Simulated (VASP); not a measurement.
A run of VASP 6.6.1 is set up as follows.

Contents of INCAR:

```
SYSTEM = Ga
ALGO = Fast
EDIFF = 1E-6
ENCUT = 520
GGA = RE
ISIF = 2
ISMEAR = -1
LASPH = .TRUE.
LCHARG = .TRUE.
LELF = .TRUE.
LREAL = .FALSE.
LVHAR = .TRUE.
LWAVE = .FALSE.
NBANDS = 20
NELM = 60
PREC = Accurate
SIGMA = 0.1
```

The input KPOINTS:

```
k-points
0
G
  10 10 10
  0 0 0
```

The input POSCAR:

```
Ga
1.0
    0.0000000000      2.8492282417      2.8492282417
    2.8492282417      0.0000000000      2.8492282417
    2.8492282417      2.8492282417      0.0000000000
Ga
2
Direct
    0.1250000000      0.1250000000      0.1250000000
    0.8750000000      0.8750000000      0.8750000000
```

Potentials or basis: VASP PAW PBE potentials, release 64 (Ga_d).

The run is started by

```console
$ cat potpaw_PBE.64/Ga_d/POTCAR > POTCAR
$ mpirun -np 1 vasp_std > vasp.out
```

(1) What does it give for the pressure?

(2) Estimate the band gap on the k mesh.

Answers

(1) 5.8 GPa.

(2) none (metal or under the smearing width).

Caveat: the PAW data sets were made with another functional, which shifts forces and pressure a little.
